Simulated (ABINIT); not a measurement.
Crystal: Si2Mo.

```xyz
3
Lattice="-1.6000 1.6000 3.9305 1.6000 -1.6000 3.9305 1.6000 1.6000 -3.9305" Properties=species:S:1:pos:R:3 pbc="T T T"
Mo    0.0000    0.0000    0.0000
Si    0.0000    0.0000    5.2433
Si    0.0000    0.0000    2.6177
```

Base run:

```yaml
Program: ABINIT 10.8.3 (patched build)
Functional: LDA
Potentials_or_basis: PseudoDojo NC SR LDA v0.4.1 standard
Cutoff: 952 eV
k_mesh: 9 × 9 × 9
Occupations: fermi-dirac, width 0.05 eV
Spin: no spin polarisation
```

Its results: band gap on the k mesh none (metal or under the smearing width); pressure -6.6 GPa; largest force 0.399 eV/Å.

Q: The run is repeated on the same cell with these changes: functional from LDA to PBE; potentials or basis from PseudoDojo NC SR LDA v0.4.1 standard to PseudoDojo NC SR PBE v0.4.1 standard. What comes out?

A: Band gap on the k mesh none (metal or under the smearing width); pressure 2.0 GPa; largest force 0.303 eV/Å.
